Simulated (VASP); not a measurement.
**From an Ansatz input to VASP: LiH (strained rocksalt)**

Ansatz input

```yaml
crystal:
  lattice:
    - [0.0, 2.0029948411, 2.0029948411]
    - [1.9729499185, 0.0, 2.0029948411]
    - [1.9729499185, 2.0029948411, 0.0]
  atoms:
    - { symbol: Li, position: [0.0, 0.0, 0.0] }
    - { symbol: H, position: [0.5, 0.5, 0.5] }
kpoints:
  mp_grid: { grid: [10, 10, 10] }
  band_path:
    path:
      - [0.0, 0.0, 0.0]
      - [0.5, 0.0, 0.5]
      - [0.625, 0.25, 0.625]
      - [0.375, 0.375, 0.75]
      - [0.5, 0.5, 0.5]
      - [0.5, 0.25, 0.75]
      - [0.0, 0.5, 0.5]
    npoints: 1
hamiltonian:
  xc: pbe
scf:
  occupations: { method: fermi_dirac, width: 0.02 }
  n_extra_bands: 4
output:
  forces: true
  stress: true
  eigenvalues: true
```

Question: Write VASP inputs for this cell and level of theory.

Answer: 

INCAR

```
ISIF = 2
NSW = 0
ENCUT = 520
LASPH = .TRUE.
IBRION = -1
EDIFF = 1E-7
LWAVE = .FALSE.
GGA = PE
NBANDS = 9
PREC = Accurate
ISMEAR = -1
NELM = 120
SIGMA = 0.02
LREAL = .FALSE.
LCHARG = .FALSE.
```

KPOINTS

```
KPOINTS created by Atomic Simulation Environment
0
Gamma
10 10 10
0 0 0
```

KPOINTS_OPT

```
special points
7
Reciprocal
0.0000000000 0.0000000000 0.0000000000 1
0.5000000000 0.0000000000 0.5000000000 1
0.6250000000 0.2500000000 0.6250000000 1
0.3750000000 0.3750000000 0.7500000000 1
0.5000000000 0.5000000000 0.5000000000 1
0.5000000000 0.2500000000 0.7500000000 1
0.0000000000 0.5000000000 0.5000000000 1
```

POSCAR

```
Li H
 1.0000000000000000
     0.0000000000000000    2.0029948411000000    2.0029948411000000
     1.9729499184999999    0.0000000000000000    2.0029948411000000
     1.9729499184999999    2.0029948411000000    0.0000000000000000
 Li  H
   1   1
Cartesian
  0.0000000000000000  0.0000000000000000  0.0000000000000000
  1.9729499184999999  2.0029948411000000  2.0029948411000000
```

VASP ran with the recommended PBE PAW datasets (4 valence electrons in the cell). Other inputs would serve too.

```tsv
	Ansatz	VASP
gap between bands v and c	2.83 eV	2.82 eV
least direct gap	2.94 eV	2.94 eV
pressure	0.6 GPa	0.4 GPa
```

Datasets and cutoffs are each program's own. VASP's cell holds 4 valence electrons and Ansatz's 4. Ansatz's stress includes a Pulay correction; VASP's doesn't.
